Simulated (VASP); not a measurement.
Wanted: the native input for a VASP 6.6.1 run.

```
Task                               : single point
Functional                         : HSE06
Potentials or basis                : VASP PAW PBE potentials, release 64 (B, N)
Cutoff                             : 520 eV
k mesh                             : 8 × 8 × 8
Occupations                        : gaussian, width 0.01 eV
Spin                               : no spin polarisation
Dipole correction                  : no
Exchange at q = 0                  : truncated
Grid for exact exchange (PRECFOCK) : Normal
Screening parameter                : 0.2079 1/A
Further INCAR settings             : ALGO = Normal; EDIFF = 1e-07; NBANDS = 11
```

The system is BN.

```
CELL_PARAMETERS angstrom
0.01423 1.74583 1.74583
1.74583 0.01423 1.74583
1.76005 1.76005 0.00000
ATOMIC_POSITIONS crystal
B 0.00000 0.00000 0.00000
N 0.50000 0.50000 0.50000
```

The cell was built by a generator and needn't be a form met in nature.

The cell isn't the ideal one: shear_xy strain +1.6%.

One way to write it, as run:

POSCAR

```
BN
1.0
    0.0142284814      1.7458259350      1.7458259350
    1.7458259350      0.0142284814      1.7458259350
    1.7600544163      1.7600544163     -0.0000000001
B N
1 1
Direct
    0.0000000000      0.0000000000      0.0000000000
    0.5000000000      0.5000000000      0.5000000000
```

INCAR.step1

```
SYSTEM = BN
ALGO = Normal
EDIFF = 1E-5
ENCUT = 520
GGA = PE
ISIF = 2
ISMEAR = 0
LASPH = .True.
LCHARG = .False.
LREAL = .False.
LWAVE = .True.
NBANDS = 11
NELM = 100
PREC = Accurate
SIGMA = 0.01
```

INCAR.step2

```
SYSTEM = BN
ALGO = Normal
EDIFF = 1E-7
ENCUT = 520
GGA = PE
HFSCREEN = 0.2079
ISIF = 2
ISMEAR = 0
ISTART = 1
LASPH = .True.
LCHARG = .False.
LHFCALC = .True.
LREAL = .False.
LWAVE = .False.
NBANDS = 11
NELM = 100
PREC = Accurate
PRECFOCK = Normal
SIGMA = 0.01
```

KPOINTS

```
k-points
0
Gamma
  8 8 8
  0 0 0
```

Potentials or basis: VASP PAW PBE potentials, release 64 (B, N).

Run with:

```console
$ cat potpaw_PBE.64/B/POTCAR potpaw_PBE.64/N/POTCAR > POTCAR
$ cp INCAR.step1 INCAR
$ mpirun -np 1 vasp_std > vasp.out
$ cp INCAR.step2 INCAR
$ mpirun -np 1 vasp_std > vasp.out
```

Results of the run:

```
Pressure               : -8.0 GPa
Band gap on the k mesh : 2.17 eV, indirect (least direct gap 7.08 eV)
```

Caveat: the PAW data sets were made with another functional, which shifts forces and pressure a little.

Run time: 14 min on 1 thread of Intel(R) Xeon(R) 6975P-C (Granite Rapids) (shared host), peak memory 0.23 GiB.
